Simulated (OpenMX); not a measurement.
The system is BaTiO3.

```
Ba Ti O
1.0
     2.82737    1.63238    2.31839
    -2.82737    1.63238    2.31839
     0.00000   -3.26476    2.31839
Ba Ti O
1 1 3
Direct
  0.00000 0.00000 0.00000
  0.48450 0.48450 0.48450
  0.50860 0.01750 0.50860
  0.01750 0.50860 0.50860
  0.50860 0.50860 0.01750
```

Base run:

| Item | Value |
| --- | --- |
| Program | OpenMX 3.8.5 |
| Functional | PBE |
| Dispersion | D4 |
| Potentials or basis | OpenMX 2013 PBE set, Ba10.0-s3p2d2, Ti7.0-s3p2d2, O6.0-s2p2d1, grid cutoff 400 Ry |
| k mesh | 5 × 5 × 5 |
| Occupations | fermi-dirac, width 0.05 eV |
| Spin | no spin polarisation |

Its results: band gap on the k mesh 2.24 eV, indirect (least direct gap 2.66 eV); pressure 3.8 GPa; largest force 0.252 eV/Å.

**Question.** After a change of settings the same cell gave: band gap on the k mesh 2.24 eV, indirect (least direct gap 2.66 eV); pressure 6.7 GPa; largest force 0.265 eV/Å. Which change was it?
A. dispersion from D4 to D3
B. dispersion from D4 to D3(BJ)
C. dispersion from D4 to none

**Answer.** C.

Dispersion adds attraction, which lowers the pressure at fixed volume and, as a term added to the energy, leaves the levels alone.

Caveats: spin-orbit coupling is left out, which moves the levels of the heavy elements; an odd mesh through Γ misses points on the zone boundary, where band edges often lie; the basis of atomic orbitals isn't converged, which shifts pressures, moduli and gaps.
